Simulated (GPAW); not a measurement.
# NbAs (I4_1md) in GPAW: single point with PBEsol

Aim: the single point of NbAs with PBEsol.

Everything below comes from runs of GPAW 26.7.0. Logs are shortened: lines on timing, memory, paths and dates and some standing lists are left out, and cuts for length are marked. The log counts tension as positive stress, the text compression.

### Step 1. The undisturbed crystal

Symmetry: I4_1md, No. 109, tetragonal system. The conventional cell has a = 3.452 Å, b = 3.452 Å, c = 11.680 Å, α = 90.00°, β = 90.00°, γ = 90.00°. Nb (site symmetry 2mm) has 6 As at 2.60 to 2.63 Å as nearest neighbours. Around As (site symmetry 2mm) lie 6 Nb at 2.60 to 2.63 Å.

### Step 2. Single point, PBEsol (atoms moved at random, drawn with an rms of 0.05 Å)

Input file run.py:

```python
from ase import Atoms
from ase.dft.bandgap import bandgap
from ase.io import write
from ase.units import GPa
from ase.parallel import parprint
from gpaw import GPAW, PW, setup_paths

setup_paths.insert(0, '.')

atoms = Atoms(['Nb', 'Nb', 'As', 'As'],
              cell=[[-1.72585, 1.72585, 5.84],
                    [1.72585, -1.72585, 5.84],
                    [1.72585, 1.72585, -5.84]],
              scaled_positions=[[0.506457, -0.001157, 0.512873],
                                [0.751105, 0.759663, 0.007021],
                                [0.893408, 0.421019, 0.496569],
                                [0.159604, 0.170121, 0.002004]],
              pbc=True)

calc = GPAW(mode=PW(600),
            xc='PBEsol',
            kpts={'size': (11, 11, 11), 'gamma': True},
            occupations={'name': 'fermi-dirac', 'width': 0.05},
            nbands=34,
            convergence={'density': 1e-05, 'energy': 1e-05},
            maxiter=150,
            txt='gpaw.txt')
atoms.calc = calc
energy = atoms.get_potential_energy()
forces = atoms.get_forces()
stress = atoms.get_stress()
calc.write('gs.gpw')
write('result.traj', atoms)
parprint(f'Energy: {energy:.6f} eV')
parprint('Forces (eV/A):')
parprint(forces.round(4))
parprint('Stress (GPa):', (stress / GPa).round(3))
parprint('Fermi level:', round(calc.get_fermi_level(), 4), 'eV')
parprint(f'Gap: {bandgap(calc)[0]:.4f} eV, direct: {bandgap(calc, direct=True)[0]:.4f} eV')
```

Potentials or basis: PAW data sets generated in the run's folder for this functional, pw.

The run is started by

```sh
gpaw-setup -f PBEsol As Nb
OMP_NUM_THREADS=1 mpirun -n 4 gpaw python run.py
```

gpaw.txt:

```text
__  _  _
 | _ |_)|_||  |
 |__||  | ||/\| - 26.7.0

Input parameters:
  mode=PW(ecut=600.0),
  convergence={'density': 1e-05, 'energy': 1e-05},
  kpts=MonkhorstPack(size=(11, 11, 11), gamma=True),
  maxiter=150,
  nbands=34,
  occupations=Occupations(name='fermi-dirac', width=0.05),
  xc=XC(name='PBEsol')

Diagonalizing LCAO Hamiltonian
Converting LCAO to pw mode

       Nb

         As

       As
         Nb

Atoms  # Å, Bohr magnetons
|   | symbol |        x |         y |         z |    initial magnetic moments |
|---|--------|----------|-----------|-----------|-----------------------------|
| 0 |     Nb | 0.009076 |  1.761207 | -0.044226 | ( 0.0000,  0.0000,  0.0000) |
| 1 |     Nb | 0.026887 | -0.002653 |  8.781882 | ( 0.0000,  0.0000,  0.0000) |
| 2 |     As | 0.041731 |  1.672276 |  4.776291 | ( 0.0000,  0.0000,  0.0000) |
| 3 |     As | 0.021609 | -0.014692 |  1.913891 | ( 0.0000,  0.0000,  0.0000) |

Unit cell  # Å
| periodic |         x |         y |         z |  lengths |     angles |
|----------|-----------|-----------|-----------|----------|------------|
|      yes | -1.725850 |  1.725850 |  5.840000 | 6.329512 | 148.353918 |
|      yes |  1.725850 | -1.725850 |  5.840000 | 6.329512 | 148.353918 |
|      yes |  1.725850 |  1.725850 | -5.840000 | 6.329512 |  45.363182 |

Number of symmetries: 1
Symmetry operations  # r_c * U_cc + t_c -> r_c
|   | kind |            matrix            |
|---|------|------------------------------|
| 0 |  E   |  1, 0, 0,  0, 1, 0,  0, 0, 1 |

BZ-sampling:
  Number of BZ points: 1331
  Number of IBZ points: 666

  Monkhorst-Pack size: [11, 11, 11]
  Monkhorst-Pack shift: [0, 0, 0]

K-points  # in reciprocal-cell coordinates
|     |                                coordinates |     weight |
|-----|--------------------------------------------|------------|
|   0 | (  0.00000000,   0.00000000,   0.00000000) | 0.00075131 |
|   1 | (  0.00000000,   0.00000000,   0.09090909) | 0.00150263 |
|   2 | (  0.00000000,   0.00000000,   0.18181818) | 0.00150263 |
|   3 | (  0.00000000,   0.00000000,   0.27272727) | 0.00150263 |
|   4 | (  0.00000000,   0.00000000,   0.36363636) | 0.00150263 |
|   5 | (  0.00000000,   0.00000000,   0.45454545) | 0.00150263 |
|   6 | (  0.00000000,   0.09090909,  -0.45454545) | 0.00150263 |
|   7 | (  0.00000000,   0.09090909,  -0.36363636) | 0.00150263 |
|   8 | (  0.00000000,   0.09090909,  -0.27272727) | 0.00150263 |
|   9 | (  0.00000000,   0.09090909,  -0.18181818) | 0.00150263 |
| ... |                                            |            |
| 665 | (  0.45454545,   0.45454545,   0.45454545) | 0.00150263 |

Plane wave coefficients: 2341
Cutoff: 600.0 eV

Spin-components: 1 (collinear spins)
Bands:           34
Projectors:      22
Spin-degeneracy: 2
Datatype:        complex128

Parallelization:
  kpt:    4
  domain: 1
  band:   1

Density:
  Valence electrons: 36.0
  Components: 1
  Grid points: [36 36 36]
  Charge: 0.0  # |e|

Potential:
  Grid points: [36 36 36]

species:
  Nb:
    name:    Niobium
    Z:       41.0
    valence: 13
    core:    28
    charge:  0.0  # [|e|]
    compensation charges:
      type: gauss
      rc: 0.40  # [Å]
      lmax: 2
    cutoffs:
      filter: 2.35  # [Å]
      core: 1.51  # [Å]
    projectors
    | kind |    occ | energy [eV] | rcut [Å] |
    |------|--------|-------------|----------|
    |   4s |  2.000 |     -58.318 |    1.323 |
    |   5s |  1.000 |      -4.011 |    1.323 |
    |   4p |  6.000 |     -34.497 |    1.323 |
    |   5p |  0.000 |      -1.086 |    1.323 |
    |   4d |  4.000 |      -3.056 |    1.244 |
    |    d |        |      24.155 |    1.244 |

    Using partial waves for Nb as LCAO basis

  As:
    name:    Arsenic
    Z:       33.0
    valence: 5
    core:    28
    charge:  0.0  # [|e|]
    compensation charges:
      type: gauss
      rc: 0.33  # [Å]
      lmax: 2
    cutoffs:
      filter: 1.87  # [Å]
      core: 2.96  # [Å]
    projectors
    | kind |    occ | energy [eV] | rcut [Å] |
    |------|--------|-------------|----------|
    |   4s |  2.000 |     -14.495 |    1.058 |
    |   4p |  3.000 |      -5.197 |    1.058 |
    |    s |        |      12.716 |    1.058 |
    |    p |        |      22.014 |    1.058 |
    |    d |        |       0.000 |    1.058 |

    Using partial waves for As as LCAO basis

Reference energy: -330616.110155  # eV

eigensolver:
  PPCG
  Converge bands: occupied
  niter=2

density mixing:
  MSR1-Mixer
  Pratt-step length: 0.05
  Maximum mixing coefficient: 0.75
  Old densities: 10
  SVD Regularization: 0.005
  Good broyden scale: 1.0
  Trust region scale: 1.0
  Backstep threshold: 4.0
  History deletion threshold: 6.0
  Fourier metric: weight=20.0, sigma=0.015

occupation numbers:
  Fermi-Dirac:
    width: 0.0500  # eV

poisson solver:
  ecut: 4800.0  # eV

xc functional:
  name: PBEsol with 2 nearest neighbor stencil

convergence criteria:
- Maximum integral of absolute [dens]ity change: 1e-05 electrons / valence electron
- Maximum [total energy] change in last 3 cyles: 1e-05 eV / valence electron
- Maximum integral of absolute [eigenst]ate change: 4e-08 eV^2 / valence electron
maximum number of iterations: 150

SCF iterations
|iter     | |      energy | eigst |  dens |
|---------|-|-------------|-------|-------|
|iter:   1| |  -37.359229 | +0.09 |       |
|iter:   2| |  -36.814902 | -2.21 | -0.98 |
|iter:   3| |  -35.316769 | -1.01 | -1.03 |
|iter:   4| |  -35.644443 | -2.35 | -1.60 |
|iter:   5| |  -35.264676 | -2.63 | -1.37 |
|iter:   6| |  -35.259887 | -3.21 | -1.87 |
|iter:   7| |  -35.259415 | -4.44 | -2.69 |
|iter:   8| |  -35.259407 | -5.38 | -3.19 |
|iter:   9| |  -35.259382c| -6.14 | -3.51 |
|iter:  10| |  -35.259382c| -7.70c| -4.11 |
|iter:  11| |  -35.259382c| -7.46c| -4.71 |
|iter:  12| |  -35.259382c| -8.66c| -5.47c|

Converged in 12 steps
Energy contributions relative to reference atoms: (reference = -330616.110155)

Energy contributions:
  Kinetic:          26.554250
  Coulomb:         -33.104749
  Zero:             -0.185996
  External:          0.000000
  Xc:              -28.519850
  Entropy:          -0.006073
  Spinorbit:         0.000000
  ----------------------------
  Free energy:     -35.262419
  Extrapolated:    -35.259382

dipole moment: (-8.711146, -14.898003, 67.506213)  # |e|*Ang

Fermi level: 10.529
Eigenvalues  # (at kpt = [0.000, 0.000, 0.000])
| band index |      eig [eV] | occ [0-2] |
|------------|---------------|-----------|
|          0 |       -44.535 |     2.000 |
|        ... |               |           |
|         10 |         4.223 |     2.000 |
|         11 |         7.665 |     2.000 |
|         12 |         8.014 |     2.000 |
|         13 |         8.335 |     2.000 |
|         14 |         8.490 |     2.000 |
|         15 |         8.797 |     2.000 |
|         16 |         9.158 |     2.000 |
|         17 |         9.211 |     2.000 |
|         18 |        11.280 |     0.000 |
|         19 |        11.876 |     0.000 |
|         20 |        12.817 |     0.000 |
|         21 |        13.539 |     0.000 |
|         22 |        13.586 |     0.000 |
|         23 |        14.070 |     0.000 |
|         24 |        14.635 |     0.000 |
|         25 |        14.705 |     0.000 |
|        ... |               |           |
|         33 |        23.591 |     0.000 |

No gap
No difference between direct/indirect transitions

Forces  # eV/Ang
|        x |        y |        z |
|----------|----------|----------|
|  0.28321 | -0.92724 | -0.10279 |  # Nb   0
|  0.01457 | -0.00821 | -1.47271 |  # Nb   1
| -0.34777 |  0.63840 |  1.31286 |  # As   2
|  0.05001 |  0.29704 |  0.26267 |  # As   3

Stress tensor  # eV/Ang^3
|         x |        y |         z |
|-----------|----------|-----------|
|  0.005991 | 0.001523 | -0.001317 |
|  0.001523 | 0.026422 |  0.003219 |
| -0.001317 | 0.003219 | -0.001250 |

# Writing to gs.gpw (mode='')
```

Run time: 6.1 min. Hardware: 4 MPI ranks of Intel Xeon Platinum 8488C (Sapphire Rapids), shared host; peak memory 0.52 GiB.

Results:

| Quantity | Value |
| --- | --- |
| Free energy | -35.2624 eV |
| Pressure | -1.7 GPa |
| Largest force | 1.501 eV/Å |
| Band gap on the k mesh | none (metal or under the smearing width) |

Forces on the atoms (eV/Å):
```
Nb   0.283 -0.927 -0.103
Nb   0.015 -0.008 -1.473
As  -0.348  0.638  1.313
As   0.050  0.297  0.263
```

Stress tensor (GPa, compression positive):
```
-0.96 -0.24  0.21
-0.24 -4.23 -0.52
 0.21 -0.52  0.20
```

Caveat: the program warned that so skewed a cell can give wrong results.
